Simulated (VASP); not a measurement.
Set up this calculation in VASP 6.6.1, as the native input.

```yaml
Task: single point
Functional: PBE
Potentials_or_basis: VASP PAW PBE potentials, release 64 (H, Mo_sv)
Cutoff: 520 eV
k_mesh: 7 × 7 × 7
Occupations: fermi-dirac, width 0.05 eV
Spin: no spin polarisation
Further_INCAR_settings: ALGO = Normal; EDIFF = 1e-07; NBANDS = 18
```

The structure of MoH5 lies in POSCAR:

```
MoH5
1.0
    4.5983792800      0.0000000000      0.0000000000
   -2.2991896400      3.9823132700      0.0000000000
    0.0000000000      0.0000000000      4.1320772500
H Mo
5 1
Direct
    0.0000000000      0.6383360000      0.0000000000
    0.6383360000      0.0000000000      0.0000000000
    0.3616640000      0.3616640000      0.0000000000
    0.6666666700      0.3333333300      0.5000000000
    0.3333333300      0.6666666700      0.5000000000
    0.0000000000      0.0000000000      0.5000000000
```

The cell was built by a generator and needn't be a form met in nature.

One way to write it, as run:

INCAR

```
SYSTEM = MoH5
ALGO     = Normal         ! electronic algorithm
EDIFF    = 1E-7           ! SCF threshold, eV
ENCUT    = 520            ! plane-wave cutoff, eV
GGA      = PE             ! functional
ISIF     = 2              ! what is computed and relaxed
ISMEAR   = -1             ! smearing method
LASPH    = .TRUE.         ! aspherical terms in the spheres
LCHARG   = .FALSE.        ! write CHGCAR
LREAL    = .FALSE.        ! projectors in reciprocal space
LWAVE    = .FALSE.        ! write WAVECAR
NBANDS   = 18             ! bands
NELM     = 60             ! most SCF steps
PREC     = Accurate       ! precision mode
SIGMA    = 0.05           ! smearing width, eV
```

KPOINTS

```
k-points
0
G
  7 7 7
  0 0 0
```

Potentials or basis: VASP PAW PBE potentials, release 64 (H, Mo_sv).

Launch:

```console
$ cat potpaw_PBE.64/H/POTCAR potpaw_PBE.64/Mo_sv/POTCAR > POTCAR
$ mpirun -np 1 vasp_std > vasp.out
```

Results of the run:

```
Pressure               : -26.9 GPa
Largest force          : 1.411 eV/Å
Band gap on the k mesh : none (metal or under the smearing width)
```

Caveat: so large a pressure means that the cell lies far from this level's equilibrium, or that cutoff or potentials fall short; forces of over 1 eV/Å show positions far from the minimum, so gaps and moduli don't describe the material at rest.

It took 46 s on 1 thread of AMD EPYC 7R13 Processor (Zen 3), with other jobs on the host, peak memory 0.17 GiB.
